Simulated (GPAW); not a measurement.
# GaP: optical spectrum from first principles

Wanted: where GaP starts to absorb, how strongly, and its refractive index.

Calculated with GPAW 26.7.0; DFT, LDA, plane-wave PAW (GPAW data sets), scalar-relativistic, RPA, optical limit.

## Step 1: Set-up

Symmetry: F-43m, No. 216, cubic system. The conventional cell has a = 5.451 Å, b = 5.451 Å, c = 5.451 Å, α = 90.00°, β = 90.00°, γ = 90.00°. Ga has 4 P at 2.36 Å nearest. Nearest to P lie 4 Ga at 2.36 Å. Farther neighbours are not listed.

## Step 2: Ground state

First the ground state: is it a metal or has it a gap?

This step: DFT, LDA, plane-wave PAW (GPAW data sets), scalar-relativistic, ground state (GPAW 26.7.0).

gs.py

```python
from ase import Atoms
from ase.dft.bandgap import bandgap
from gpaw import GPAW, PW, FermiDirac

atoms = Atoms(['Ga', 'P'],
              cell=[[0.000000000000, 2.725250000000, 2.725250000000],
                    [2.725250000000, 0.000000000000, 2.725250000000],
                    [2.725250000000, 2.725250000000, 0.000000000000]],
              scaled_positions=[[0.000000000000, 0.000000000000, 0.000000000000],
                                [0.750000000000, 0.750000000000, 0.750000000000]],
              pbc=[True, True, True])
atoms.calc = GPAW(mode=PW(500), xc='LDA', kpts={'size': (7, 7, 7), 'gamma': True},
                  occupations=FermiDirac(0.05), maxiter=150, txt='gs.txt')
print('energy (eV)', atoms.get_potential_energy())
print('Fermi level (eV)', atoms.calc.get_fermi_level())
print('valence electrons', atoms.calc.get_number_of_electrons())
print('gap (eV)', bandgap(atoms.calc, output=None)[0])
print('direct gap (eV)', bandgap(atoms.calc, direct=True, output=None)[0])
atoms.calc.write('gs.gpw')
```

Command:

```sh
$ OMP_NUM_THREADS=1 python gs.py
```

nscf.py

```python
from ase.dft.bandgap import bandgap
from gpaw import GPAW, FermiDirac

calc = GPAW('gs.gpw').fixed_density(kpts={'size': (16, 16, 16), 'gamma': True}, nbands=32, convergence={'bands': 26},
                                    occupations=FermiDirac(0.001), txt='nscf.txt')
print('gap (eV)', bandgap(calc, output=None)[0])
print('direct gap (eV)', bandgap(calc, direct=True, output=None)[0])
print('top band over the Fermi level (eV)', min(calc.get_eigenvalues(kpt=k)[25] for k in range(len(calc.get_ibz_k_points()))) - calc.get_fermi_level())
calc.write('full.gpw', mode='all')
```

df.py

```python
from gpaw.response.df import DielectricFunction

df = DielectricFunction('full.gpw', frequencies={'type': 'nonlinear', 'domega0': 0.03, 'omega2': 8},
                        ecut=50,
                        eta=0.1,
                        nbands=26,
                        txt='df.txt')
for direction in ['x']:
    df.get_dielectric_function(xc='RPA', direction=direction, filename=f'df_{direction}.csv')
```

What does the calculation give for the main peak of Im epsilon, first axis?

At this level (LDA, RPA) GaP has ε∞ = 10.2 and n = 3.26 at 1550 nm, and Im ε peaks at 4.4 eV. On the mesh the gap is 1.46 eV and the least direct gap 1.69 eV, so on this mesh the band edges lie at different points. Local fields change the static value along x from 11.20 to 10.24 (-9 %).

* electronic dielectric constant ε∞, mean over x, y and z (by symmetry where fewer were run) (RPA): 10.2
* main peak of Im epsilon, first axis: 4.38 eV
* centre of weight of the strongest loss peak in the window, first axis: 17.1 eV

Distinct maxima of Im ε, read by a parabola through the highest points, lie at 4.38 eV (29), 4.78 eV (23) and 5.82 eV (11). Excitons and phonon-assisted transitions are missing; LDA gaps are as a rule too small, which pulls the onset down and ε∞ up. The sum runs over mesh points, so small or evenly spaced maxima can still be ripples of the mesh.

[Machine, clock and banner lines and Python warnings are left out of the logs.]

[Logs are printed without paths, hosts, clocks, repeated set-up lines and the standing remarks that a program may print on its own settings, such as how far it seeks lower states.]

[Hosts, paths, dates, database ids (printed as entryN), source tags and the programs' standing remarks are cut or masked in the printed files.]
